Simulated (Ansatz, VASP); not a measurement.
**BaTiO3: VASP beside Ansatz**

File INCAR:

```
SYSTEM = BaTiO3
  ALGO = Normal
  EDIFF = 1E-6
  ENCUT = 520
  GGA = PS
  ISIF = 2
  ISMEAR = 0
  LASPH = .True.
  LCHARG = .True.
  LELF = .True.
  LREAL = .False.
  LVHAR = .True.
  LWAVE = .False.
  NBANDS = 28
  NELM = 60
  PREC = Accurate
  SIGMA = 0.01
```

KPOINTS

```
k-points
0
Gamma
  6 6 6
  0 0 0
```

The input POSCAR:

```
BaTiO3
1.0
    2.9362168892      1.6952256079      2.4076489045
   -2.9362168892      1.6952256079      2.4076489045
    0.0000000000     -3.3904512158      2.4076489045
Ba Ti O
1 1 3
Direct
    0.0000000000      0.0000000000      0.0000000000
    0.4845000000      0.4845000000      0.4845000000
    0.5086000000      0.5086000000      0.0175000000
    0.0175000000      0.5086000000      0.5086000000
    0.5086000000      0.0175000000      0.5086000000
```

Input for Ansatz:

```yaml
crystal:
  lattice:
    - [2.93621688923915, 1.6952256078899146, 2.4076489045189993]
    - [-2.93621688923915, 1.6952256078899146, 2.4076489045189993]
    - [0.0, -3.390451215779829, 2.4076489045189993]
  atoms:
    - { symbol: Ba, position: [0.0, 0.0, 0.0] }
    - { symbol: Ti, position: [0.4845, 0.4845, 0.4845] }
    - { symbol: O, position: [0.5086, 0.5086, 0.0175] }
    - { symbol: O, position: [0.0175, 0.5086, 0.5086] }
    - { symbol: O, position: [0.5086, 0.0175, 0.5086] }
basis:
  ecutwfc: 420.0
kpoints:
  mp_grid:
    grid: [6, 6, 6]
hamiltonian:
  xc: pbesol
  pseudopotentials:
    kind: paw
scf:
  occupations:
    method: fixed
output:
  stress: true
```

Alike in both runs: task single point; functional PBEsol; k mesh 6 × 6 × 6; no spin polarisation.

```csv
,VASP,Ansatz
version,VASP 6.6.1,Ansatz 0.2.0
potentials or method,"VASP PAW PBE potentials, release 64 (Ba_sv, Ti_sv, O)","plane waves, PAW"
plane-wave cutoff (eV),520,420
occupations,"gaussian, width 0.01 eV",fixed
valence electrons in the cell,40,40
```

```tsv
	VASP	Ansatz	Ansatz less VASP
pressure (GPa)	-14.8	-16.0	-1.19
largest component of the traceless stress (GPa)	0.58	0.61	+0.031
```

Caveats: the PAW data sets were made with another functional, which shifts forces and pressure a little (VASP); spin-orbit coupling is left out, which moves the levels of the heavy elements. A k mesh can miss the band edges. PBEsol gaps usually lie below the measured ones, often by a third to a half.
